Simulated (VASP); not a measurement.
Wanted: the native input for a VASP 6.6.1 run.

```
Task                   : relaxation of cell and atoms
Functional             : PBE
Dispersion             : D3(BJ)
Potentials or basis    : VASP PAW PBE potentials, release 64 (Hf_pv, B)
Cutoff                 : 600 eV
k mesh                 : 8 × 8 × 8
Occupations            : fermi-dirac, width 0.05 eV
Spin                   : no spin polarisation
Ladder                 : gaps
Further INCAR settings : ALGO = Normal; EDIFF = 1e-07; IBRION = 2; EDIFFG = -0.005; NSW = 60; ISIF = 3
```

The structure of HfB lies in POSCAR:

```
HfB
1.0
    0.0000000000      2.3100000000      2.3100000000
    2.3100000000      0.0000000000      2.3100000000
    2.3100000000      2.3100000000      0.0000000000
Hf B
1 1
Direct
    0.5000000000      0.5000000000      0.5000000000
    0.0000000000      0.0000000000      0.0000000000
```

The input as run:

INCAR

```
SYSTEM = HfB
  ALGO = Normal
  EDIFF = 1E-7
  EDIFFG = -0.005
  ENCUT = 600
  GGA = PE
  IBRION = 2
  ISIF = 3
  ISMEAR = -1
  IVDW = 12
  LASPH = .True.
  LCHARG = .False.
  LREAL = .False.
  LWAVE = .False.
  NELM = 60
  NSW = 60
  PREC = Accurate
  SIGMA = 0.05
```

KPOINTS

```
k-points
0
Gamma
  8 8 8
  0 0 0
```

Potentials or basis: VASP PAW PBE potentials, release 64 (Hf_pv, B).

Launch:

```sh
$ cat potpaw_PBE.64/Hf_pv/POTCAR potpaw_PBE.64/B/POTCAR > POTCAR
$ mpirun -np 1 vasp_std > vasp.out
```

It gave:

The relaxed volume is 13.80 Å³/atom and the relaxed cell is a = 3.392 Å, b = 3.392 Å, c = 3.392 Å, α = 60.00°, β = 60.00°, γ = 60.00°. The space group after relaxing (to 0.05 Å) is Fm-3m (No. 225). The energy gained by relaxing is 106.2 meV/atom. The ionic steps are 18 and the pressure after relaxing is 0.0 GPa. The band gap on the k mesh is none (metal or under the smearing width) and the dispersion energy per atom is -0.356 eV.

Caveat: the volume moved by +12 % from the deposited cell, more than functionals usually miss; pairwise dispersion overbinds metals, which lowers pressure and volume.

Wall time 69 s on 1 thread of Intel(R) Xeon(R) Platinum 8375C CPU @ 2.90GHz (Ice Lake) (shared host), peak memory 0.18 GiB.
